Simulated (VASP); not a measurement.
# K (Fm-3m) in VASP: a series of runs

The runs below take K through single point, with PBE.

Program: VASP 6.6.1. These are calculated values, not measurements. Logs are shortened: lines on timing, memory, paths and dates and some standing lists are left out, and cuts for length are marked.

### Step 1. The structure

The structure is cubic, space group Fm-3m (No. 225). The conventional cell has a = 6.784 Å, b = 6.784 Å, c = 6.784 Å, α = 90.00°, β = 90.00°, γ = 90.00°.

This isn't the form of K at room conditions, which is bcc.

### Step 2. Single point, PBE

Contents of INCAR:

```
SYSTEM = K
ADDGRID = .False. ; ALGO = Normal
EDIFF = 1E-6 ; ENCUT = 350
GGA = PE ; ISIF = 2
ISMEAR = 0 ; LASPH = .True.
LCHARG = .False. ; LREAL = .False.
LWAVE = .False. ; NELM = 100
PREC = Accurate ; SIGMA = 0.1
```

Contents of KPOINTS:

```
k-points
0
Gamma
  2 2 2
  0 0 0
```

Contents of POSCAR:

```
K
1.0
    0.0000000000      3.3918728180      3.3918728180
    3.3918728180      0.0000000000      3.3918728180
    3.3918728180      3.3918728180      0.0000000000
K
1
Direct
    0.0000000000      0.0000000000      0.0000000000
```

Potentials or basis: VASP PAW PBE potentials, release 64 (K_sv).

The run is started by

```bash
cat potpaw_PBE.64/K_sv/POTCAR > POTCAR
mpirun -np 1 vasp_std > vasp.out
```

OUTCAR:

```text
SYSTEM = K
   EDIFF = 1E-6
   ENCUT = 350
   GGA = PE
   ISIF = 2
   ISMEAR = 0
   LASPH = .True.
   LREAL = .False.
   NELM = 100
   PREC = Accurate

 Found      3 irreducible k-points:

 Following reciprocal coordinates:
            Coordinates               Weight
  0.000000  0.000000  0.000000      1.000000
  0.500000  0.000000  0.000000      4.000000
  0.500000  0.500000  0.000000      3.000000
   k-points           NKPTS =      3   k-points in BZ     NKDIM =      3   number of bands    NBANDS=      8
   number of dos      NEDOS =    301   number of ions     NIONS =      1
   total plane-waves  NPLWV =  27000
   dimension x,y,z NGX =    30 NGY =   30 NGZ =   30
   dimension x,y,z NGXF=    60 NGYF=   60 NGZF=   60
   ions per type =               1
   NGX,Y,Z   is equivalent  to a cutoff of  10.40, 10.40, 10.40 a.u.
   NGXF,Y,Z  is equivalent  to a cutoff of  20.79, 20.79, 20.79 a.u.
 SYSTEM =  K
   PREC   = accura    normal or accurate (medium, high low for compatibility)
   ISTART =      0    job   : 0-new  1-cont  2-samecut
   ICHARG =      2    charge: 1-file 2-atom 10-const
   ISPIN  =      1    spin polarized calculation?
   LNONCOLLINEAR =      F non collinear calculations
   LSORBIT =      F    spin-orbit coupling
   LASPH  =      T    aspherical Exc in radial PAW
   ENCUT  =  350.0 eV  25.72 Ry    5.07 a.u.   7.32  7.32  7.32*2*pi/ulx,y,z
   NELM   =    100;   NELMIN=  2; NELMDL= -5     # of ELM steps
   EDIFF  = 0.1E-05   stopping-criterion for ELM
   LREAL  =      F    real-space projection
   EDIFFG = 0.1E-04   stopping-criterion for IOM
   NSW    =      0    number of steps for IOM
   IBRION =     -1    ionic relax: 0-MD 1-quasi-New 2-CG
   NFREE  =      0    steps in history (QN), initial steepest desc. (CG)
   ISIF   =      2    stress and relaxation
   ISYM   =      2    0-nonsym 1-usesym 2-fastsym
   POTIM  = 0.5000    time-step for ionic-motion
   TEBEG  =    0.0;   TEEND  =   0.0 temperature during run
   PSTRESS=    0.0 pullay stress
   NELECT =       9.0000    total number of electrons
   NUPDOWN=      -1.0000    fix difference up-down
   EMIN   =  10.00;   EMAX   =-10.00  energy-range for DOS
   EFERMI =   0.00;   METHOD = LEGACY
   ISMEAR =     0;   SIGMA  =   0.10  broadening in eV -4-tet -1-fermi 0-gaus
   EFERMI_NEDOS =   21; number of points for ismear=-14 and -15
   IALGO  =     38    algorithm
   IMIX   =      4    mixing-type and parameters
     AMIX     =   0.40;   BMIX     =  1.00
     AMIX_MAG =   1.60;   BMIX_MAG =  1.00
  volume/ion in A,a.u.               =      78.05       526.68
  Fermi-wavevector in a.u.,A,eV,Ry     =   0.796843  1.505815  8.639139  0.634959
  Thomas-Fermi vector in A             =   1.903445
   LORBIT       =      0    0 simple, 1 ext, 2 COOP (PROOUT), +10 PAW based schemes
   GGA     = PE    functional components
   LHFCALC =     F    Hartree Fock is set to
   AEXX    =    0.0000 exact exchange contribution
   IVDW    =     0    specifies the selected vdW correction
   LEPSILON=     F    determine dielectric tensor
   LRPA    =     F    only Hartree local field effects (RPA)
 non-spin polarized calculation
 Gauss-broadening in eV      SIGMA  =   0.10
  energy-cutoff  :      350.00
  volume of cell :       78.05
 maximum number of plane-waves:      1211
 NGX is ok and might be reduce to    30
   NGX = 15   NGY = 15   NGZ = 15

 number of electron       8.9999998 magnetization

 Free energy of the ion-electron system (eV)
  ---------------------------------------------------
  ext. energy  EPLUGINS =         0.00000000
  ---------------------------------------------------
  free energy    TOTEN  =        -0.57106780 eV

  energy without entropy =       -0.54856597  energy(sigma->0) =       -0.55981689

 E-fermi :   0.1471     XC(G=0):  -5.4211

 val. band max:        0.0994034776   @ k =   0.5000   0.0000   0.0000
 cond. band min:       0.4107093068   @ k =   0.5000   0.0000   0.0000
 fundamental gap:      0.3113058291
 Fermi energy:         0.1470756632

 k-point     1 :       0.0000    0.0000    0.0000
  band No.  band energies     occupation
      1     -32.2484      2.00000
      2     -15.7086      2.00000
      3     -15.7086      2.00000
      4     -15.7086      2.00000
      5      -2.2433      2.00000
      6       3.9564      0.00000
      7       3.9564      0.00000
      8       3.9564      0.00000

 k-point     2 :       0.5000    0.0000    0.0000
  band No.  band energies     occupation
      1     -32.2456      2.00000
      2     -15.7634      2.00000
      3     -15.7163      2.00000
      4     -15.7163      2.00000
      5       0.0994      1.49981
      6       0.4107      0.00019
      7       3.7820      0.00000
      8       3.7821      0.00000

 k-point     3 :       0.5000    0.5000    0.0000
  band No.  band energies     occupation
      1     -32.2447      2.00000
      2     -15.7604      2.00000
      3     -15.7288      2.00000
      4     -15.7288      2.00000
      5       0.8503      0.00000
      6       1.0913      0.00000
      7       2.1065      0.00000
      8       4.5335      0.00000

------------------------ aborting loop because EDIFF is reached ----------------------------------------

  FORCE on cell =-STRESS in cart. coord.  units (eV):
  Direction    XX          YY          ZZ          XY          YZ          ZX
  --------------------------------------------------------------------------------------
  -------------------------------------------------------------------------------------
  Total        0.0628224      0.0628224      0.0628224      0.0000000      0.0000000     -0.0000000
  in kB        1.2896637      1.2896637      1.2896637      0.0000000      0.0000000     -0.0000000
  external PRESSURE =       1.2896637 kB  Pullay stress =       0.0000000 kB

 VOLUME and BASIS-vectors are now :
 -----------------------------------------------------------------------------
  energy-cutoff  :      350.00
  volume of cell :       78.05
      direct lattice vectors                 reciprocal lattice vectors
     0.000000000  3.391872818  3.391872818    -0.147411188  0.147411188  0.147411188
     3.391872818  0.000000000  3.391872818     0.147411188 -0.147411188  0.147411188
     3.391872818  3.391872818  0.000000000     0.147411188  0.147411188 -0.147411188

 POSITION                                       TOTAL-FORCE (eV/Angst)
 -----------------------------------------------------------------------------------
      0.00000      0.00000      0.00000         0.000000      0.000000      0.000000
 -----------------------------------------------------------------------------------
    total drift:                               -0.000000     -0.000000      0.000000

  FREE ENERGIE OF THE ION-ELECTRON SYSTEM (eV)
  ---------------------------------------------------
  free  energy   TOTEN  =        -0.5710678014 eV

  energy  without entropy=       -0.5485659738  energy(sigma->0) =       -0.55981689
```

Wall time 3.3 s (1 thread of Intel Xeon Platinum 8488C (Sapphire Rapids), shared host); peak memory 0.15 GiB.

These settings aren't checked as converged: the numbers below hold their error.

Results:

```yaml
Free_energy: -0.5711 eV
Pressure: 0.1 GPa
Band_gap_on_the_k_mesh: none (metal or under the smearing width)
```

Caveat: the k mesh is coarse (spacing up to 0.80 Å⁻¹), so the values aren't converged.

### Step 3. Single point, PBE

Changes to INCAR since step 2:

```diff
@@ -2,3 +2,3 @@
 ADDGRID = .False. ; ALGO = Normal
-EDIFF = 1E-6 ; ENCUT = 350
+EDIFF = 1E-6 ; ENCUT = 400
 GGA = PE ; ISIF = 2
```

KPOINTS is that of step 2.

POSCAR is that of step 2.

Potentials or basis: VASP PAW PBE potentials, release 64 (K_sv).

The run is started by

```bash
cat potpaw_PBE.64/K_sv/POTCAR > POTCAR
mpirun -np 1 vasp_std > vasp.out
```

OUTCAR:

```text
SYSTEM = K
   EDIFF = 1E-6
   ENCUT = 400
   GGA = PE
   ISIF = 2
   ISMEAR = 0
   LASPH = .True.
   LREAL = .False.
   NELM = 100
   PREC = Accurate

 Found      3 irreducible k-points:

 Following reciprocal coordinates:
            Coordinates               Weight
  0.000000  0.000000  0.000000      1.000000
  0.500000  0.000000  0.000000      4.000000
  0.500000  0.500000  0.000000      3.000000
   k-points           NKPTS =      3   k-points in BZ     NKDIM =      3   number of bands    NBANDS=      8
   number of dos      NEDOS =    301   number of ions     NIONS =      1
   total plane-waves  NPLWV =  32768
   dimension x,y,z NGX =    32 NGY =   32 NGZ =   32
   dimension x,y,z NGXF=    64 NGYF=   64 NGZF=   64
[... 104 lines left out ...]

  FORCE on cell =-STRESS in cart. coord.  units (eV):
  Direction    XX          YY          ZZ          XY          YZ          ZX
  --------------------------------------------------------------------------------------
  -------------------------------------------------------------------------------------
  Total        0.0813528      0.0813528      0.0813528     -0.0000000     -0.0000000      0.0000000
  in kB        1.6700688      1.6700688      1.6700688     -0.0000000     -0.0000000      0.0000000
  external PRESSURE =       1.6700688 kB  Pullay stress =       0.0000000 kB

 VOLUME and BASIS-vectors are now :
 -----------------------------------------------------------------------------
  energy-cutoff  :      400.00
  volume of cell :       78.05
      direct lattice vectors                 reciprocal lattice vectors
     0.000000000  3.391872818  3.391872818    -0.147411188  0.147411188  0.147411188
     3.391872818  0.000000000  3.391872818     0.147411188 -0.147411188  0.147411188
     3.391872818  3.391872818  0.000000000     0.147411188  0.147411188 -0.147411188

 POSITION                                       TOTAL-FORCE (eV/Angst)
 -----------------------------------------------------------------------------------
      0.00000      0.00000      0.00000         0.000000     -0.000000     -0.000000
 -----------------------------------------------------------------------------------
    total drift:                               -0.000000      0.000000      0.000000

  FREE ENERGIE OF THE ION-ELECTRON SYSTEM (eV)
  ---------------------------------------------------
  free  energy   TOTEN  =        -0.5713643333 eV

  energy  without entropy=       -0.5488627777  energy(sigma->0) =       -0.56011356
```

stdout:

```text
POSCAR found type information on POSCAR K
 POSCAR found :  1 types and       1 ions
 scaLAPACK will be used
 LDA part: xc-table for (Slater+PW92), standard interpolation
 POSCAR, INCAR and KPOINTS ok, starting setup
 FFT: planning ... GRIDC
 FFT: planning ... GRID_SOFT
 FFT: planning ... GRID
 WAVECAR not read
 entering main loop
```

It took 3.1 s on 1 thread of Intel Xeon Platinum 8488C (Sapphire Rapids), shared host; peak memory 0.16 GiB.

The run converged, but some of its settings lie outside the range that counts as converged, so its numbers aren't taken as properties of the crystal.

What came out:

| Property | Result |
| --- | --- |
| Free energy | -0.5714 eV |
| Pressure | 0.2 GPa |
| Band gap on the k mesh | none (metal or under the smearing width) |

Caveat: the k mesh is coarse (spacing up to 0.80 Å⁻¹), so the values aren't converged.

### Step 4. Single point, PBE

Changes to INCAR since step 3:

```diff
@@ -2,3 +2,3 @@
 ADDGRID = .False. ; ALGO = Normal
-EDIFF = 1E-6 ; ENCUT = 400
+EDIFF = 1E-6 ; ENCUT = 450
 GGA = PE ; ISIF = 2
```

KPOINTS is that of step 3.

POSCAR is that of step 3.

The run is started by

```bash
cat potpaw_PBE.64/K_sv/POTCAR > POTCAR
mpirun -np 1 vasp_std > vasp.out
```

Wall time 4 s (1 thread of Intel Xeon Platinum 8488C (Sapphire Rapids), shared host); peak memory 0.18 GiB.

These settings aren't checked as converged: the numbers below hold their error.

Results:

```yaml
Free_energy: -0.5715 eV
Pressure: 0.2 GPa
Band_gap_on_the_k_mesh: none (metal or under the smearing width)
```

Caveat: the k mesh is coarse (spacing up to 0.80 Å⁻¹), so the values aren't converged.

### Step 5. For comparison

An earlier run on the cell as given: functional PBE; potentials or basis VASP PAW PBE potentials, release 64 (K_sv); cutoff 520 eV; k mesh 7 × 7 × 7; occupations fermi-dirac, width 0.05 eV; no spin polarisation.

* Pressure: -0.2 GPa
* Band gap on the k mesh: none (metal or under the smearing width)
